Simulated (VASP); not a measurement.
# Settings for Pb: self-consistent run

Pb, Imma (no. 74), 2 atoms in the cell. PBE; PAW potentials Pb_d (PBE set). VASP 6.6.1. The cell is changed on purpose: last atom moved by 0.04 Å along z, cell strained by +1.5% along z.

Wanted: energy within 2 meV/atom; forces within 0.01 eV/Å.

What the run is for: forces; Accuracy asked: standard.

POSCAR:
```
Pb
1.0
    0.0000000000      3.4390000555      3.4905850563
    3.4390000555      0.0000000000      3.4905850563
    3.4390000555      3.4390000555      0.0000000000
Pb
2
Direct
    0.2500000000      0.2500000000      0.2500000000
    0.0058156400      0.0058156400     -0.0058156400
```

The series start from Plane-wave cutoff (eV): 310; Smearing width (eV): 0.03; k-point mesh: 9 × 9 × 9; Precision mode (PREC): Accurate; Electronic threshold (eV): 1e-6; Bands in all (NBANDS): 24; Aspherical gradient terms in the spheres (LASPH): yes; Electronic algorithm: ALGO=Normal; Delay and inner steps: defaults; Use of symmetry (ISYM): defaults. Each series keeps the choices made before it, and each single choice may use up half of a tolerance.

## Plane-wave cutoff (eV)

| Plane-wave cutoff (eV) | Energy less reference (meV/atom) | Forces, largest deviation (eV/Å) | SCF iterations | Time (s) |
|---|---|---|---|---|
| 190 | 266.0 | 0.008 | 12 | 6.6 |
| 240 | 1.8 | 0.001 | 12 | 12 |
| 280 | 1.1 | 0.000 | 12 | 13 |
| 310 | 0.9 | 0.000 | 12 | 13 |
| 360 | 1.5 | 0.000 | 12 | 17 |
| 420 | -0.3 | 0.000 | 12 | 23 |
| 500 | 0.1 | 0.000 | 12 | 23 |
| 620 (reference) | 0.0 | 0.000 | 12 | 35 |

Chosen: 420, the loosest value from which every tighter one stays within half of the tolerance.

## Smearing width (eV)

| Smearing width (eV) | Energy less reference (meV/atom) | Forces, largest deviation (eV/Å) | SCF iterations | Time (s) |
|---|---|---|---|---|
| 0.15 | 1.7 | 0.010 | 12 | 21 |
| 0.1 | 0.5 | 0.008 | 12 | 21 |
| 0.07 | 0.1 | 0.004 | 12 | 21 |
| 0.05 | -0.1 | 0.001 | 12 | 19 |
| 0.03 | -0.1 | 0.002 | 12 | 23 |
| 0.02 (reference) | 0.0 | 0.000 | 12 | 20 |

Chosen: 0.07.

## k-point mesh

| k-point mesh | Energy less reference (meV/atom) | Forces, largest deviation (eV/Å) | SCF iterations | Time (s) |
|---|---|---|---|---|
| 3 × 3 × 3 | 204.2 | 0.202 | 12 | 3.5 |
| 4 × 4 × 4 | 67.3 | 0.104 | 12 | 6.7 |
| 5 × 5 × 5 | 21.0 | 0.044 | 12 | 6.4 |
| 6 × 6 × 6 | 4.5 | 0.021 | 12 | 8.9 |
| 8 × 8 × 8 | -2.3 | 0.008 | 12 | 14 |
| 9 × 9 × 9 | -1.6 | 0.011 | 12 | 21 |
| 11 × 11 × 11 | 0.1 | 0.000 | 12 | 28 |
| 13 × 13 × 13 (reference) | 0.0 | 0.000 | 12 | 45 |

Chosen: 11 × 11 × 11.

## Precision mode (PREC)

| Precision mode (PREC) | Energy less reference (meV/atom) | Forces, largest deviation (eV/Å) | SCF iterations | Time (s) |
|---|---|---|---|---|
| Low | -2.5 | 0.001 | 12 | 16 |
| SingleN | -2.5 | 0.001 | 12 | 18 |
| Normal | 0.0 | 0.000 | 12 | 18 |
| Accurate (reference) | 0.0 | 0.000 | 12 | 28 |

Chosen: Normal.

## Electronic threshold (eV)

| Electronic threshold (eV) | Energy less reference (meV/atom) | Forces, largest deviation (eV/Å) | SCF iterations | Time (s) |
|---|---|---|---|---|
| 0.001 | 0.0 | 0.002 | 9 | 14 |
| 0.0001 | 0.0 | 0.000 | 10 | 16 |
| 1e-5 | 0.0 | 0.000 | 11 | 16 |
| 1e-6 | 0.0 | 0.000 | 12 | 18 |
| 1e-7 | 0.0 | 0.000 | 12 | 18 |
| 1e-8 (reference) | 0.0 | 0.000 | 14 | 20 |

Chosen: 0.001.

## Bands in all (NBANDS)

| Bands in all (NBANDS) | Energy less reference (meV/atom) | Forces, largest deviation (eV/Å) | SCF iterations | Time (s) |
|---|---|---|---|---|
| 15 | 0.0 | 0.001 | 9 | 8.4 |
| 16 | 0.0 | 0.001 | 9 | 9.0 |
| 18 | 0.0 | 0.001 | 9 | 9.7 |
| 20 | 0.0 | 0.001 | 9 | 11 |
| 24 | 0.0 | 0.001 | 9 | 14 |
| 34 (reference) | 0.0 | 0.000 | 9 | 18 |

Chosen: 15.

## Aspherical gradient terms in the spheres (LASPH)

| Aspherical gradient terms in the spheres (LASPH) | Energy less reference (meV/atom) | Forces, largest deviation (eV/Å) | SCF iterations | Time (s) |
|---|---|---|---|---|
| yes | 0.0 | 0.000 | 9 | 8.4 |
| no | 0.2 | 0.000 | 9 | 9.2 |

Chosen: yes; no other choice that stays within half of the tolerance saves 30 % of the time.

## Electronic algorithm

| Electronic algorithm | Energy less reference (meV/atom) | Forces, largest deviation (eV/Å) | SCF iterations | Time (s) |
|---|---|---|---|---|
| ALGO=Normal | 0.0 | 0.000 | 9 | 8.4 |
| ALGO=Fast | 0.1 | 0.001 | 9 | 8.9 |
| ALGO=VeryFast | 4.1 | 0.018 | 16 | 12 |
| ALGO=All ISEARCH=1 | 0.1 | 0.005 | 9 | 9.5 |
| ALGO=All ISEARCH=0 | 0.1 | 0.005 | 9 | 9.3 |
| ALGO=Damped TIME=0.4 | 1.6 | 0.013 | 19 | 17 |
| ALGO=Damped TIME=0.1 | 2.0 | 0.011 | 32 | 23 |

Chosen: ALGO=Normal.

## Delay and inner steps

| Delay and inner steps | Energy less reference (meV/atom) | Forces, largest deviation (eV/Å) | SCF iterations | Time (s) |
|---|---|---|---|---|
| defaults | 0.0 | 0.000 | 9 | 8.4 |
| NELMDL=-2 | 0.0 | 0.003 | 8 | 8.9 |
| NELMDL=-8 | 0.0 | 0.000 | 12 | 11 |
| NELMDL=-12 | 0.0 | 0.000 | 16 | 14 |
| NRMM=2 | 0.0 | 0.002 | 9 | 8.0 |
| NRMM=6 | 0.0 | 0.000 | 9 | 8.6 |
| WEIMIN=0.001 | 0.0 | 0.000 | 9 | 9.1 |

Chosen: defaults.

## Use of symmetry (ISYM)

| Use of symmetry (ISYM) | Energy less reference (meV/atom) | Forces, largest deviation (eV/Å) | SCF iterations | Time (s) |
|---|---|---|---|---|
| defaults | 0.0 | 0.000 | 9 | 8.4 |
| ISYM=1 | 0.0 | 0.000 | 9 | 9.0 |
| ISYM=0 | 0.0 | 0.000 | 9 | 26 |
| ISYM=-1 | 0.0 | 0.000 | 9 | 50 |

Chosen: defaults.

## All choices together

| Input | Energy less reference (meV/atom) | Forces, largest deviation (eV/Å) | Time (s) |
|---|---|---|---|
| the program's defaults (naive) | 64.8 | 0.123 | 1.4 |
| chosen settings | -0.3 | 0.003 | 8.4 |
| reference settings throughout | 0.0 | 0.000 | 129 |

The tolerance is met.

Values of the reference run: Forces: 0, 0, 0.2007, 0, 0, -0.2007 eV/Å.

## The input

INCAR:
```
SYSTEM = Pb
ALGO = Normal
EDIFF = 0.001
ENCUT = 420
GGA = PE
GGA_COMPAT = .False.
ISIF = 2
ISMEAR = -1
KPAR = 4
LASPH = .True.
LCHARG = .False.
LREAL = .False.
LWAVE = .False.
NBANDS = 15
NELM = 120
PREC = Normal
SIGMA = 0.07
```

KPOINTS:
```
Automatic mesh
0
Gamma
  11 11 11
  0 0 0
```

Commands:
```
cat potpaw_PBE.64/Pb_d/POTCAR > POTCAR
mpirun -np 4 vasp_std > vasp.out
```

The chosen input took VASP 6.6.1 8.4 s on 4 cores (Intel Xeon 6975P-C (Granite Rapids)), a shared host.

## An input that fails: mixing far too strong

The electronic loop stops at its limit of 77 steps.

Changes against the starting input:
```
- NELM = 120
+ NELM = 77
+ IMIX = 1
+ AMIX = 1.5
+ BMIX = 0.0001
```
